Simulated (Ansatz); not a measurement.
# Comparing deformations in Al

Level of theory: DFT PBEsol, scalar-relativistic, plane waves, PAW (Ansatz 0.2.0). The runs took a 420 eV cutoff, a Γ-centred 26×26×26 mesh and Gaussian smearing (0.15 eV). No spin polarisation. Energies are free energies at this smearing, counted from the undisturbed cell; pressure is positive in compression.

The undisturbed cell (relaxed at this level; with this scan's settings it stands at -0.1 GPa; this bcc form isn't the usual structure):

```
CELL_PARAMETERS angstrom
-1.60644 1.60644 1.60644
1.60644 -1.60644 1.60644
1.60644 1.60644 -1.60644
ATOMIC_POSITIONS crystal
Al 0.00000 0.00000 0.00000
```

The cell is strained by ε times a Voigt pattern (xx, yy, zz, yz, xz, xy; engineering shear) with fractional coordinates fixed. τ = (1/V0) dE/dε comes from the stress tensor. Of each scan, only the three points used here are listed.

```csv
pattern,ε,τ (GPa)
"(1, -1, 0, 0, 0, 0)",-0.0075,0.45
"(1, -1, 0, 0, 0, 0)",0.0000,0.00
"(1, -1, 0, 0, 0, 0)",0.0075,-0.45
"(0, 0, 0, 0, 0, 1)",-0.0187,-0.854
"(0, 0, 0, 0, 0, 1)",0.0000,0.000
"(0, 0, 0, 0, 0, 1)",0.0187,0.854
```

Which constants do the scans give, and which deformation costs least for the same size of strain tensor?

The slope dτ/dε at zero (parabola through three points) is pᵀCp: (1, -1, 0, 0, 0, 0) gives 2(C11 − C12) = -60 GPa; (0, 0, 0, 0, 0, 1) gives C44 = 46 GPa. The size of the strain tensor, ε:ε, is ε² times 2.0, 0.5. Per unit of it the stiffnesses are -30, 91 GPa, so (1, -1, 0, 0, 0, 0) is the softest of these, and it is unstable with clamped ions.

In a metal these slopes depend on the k mesh and the smearing.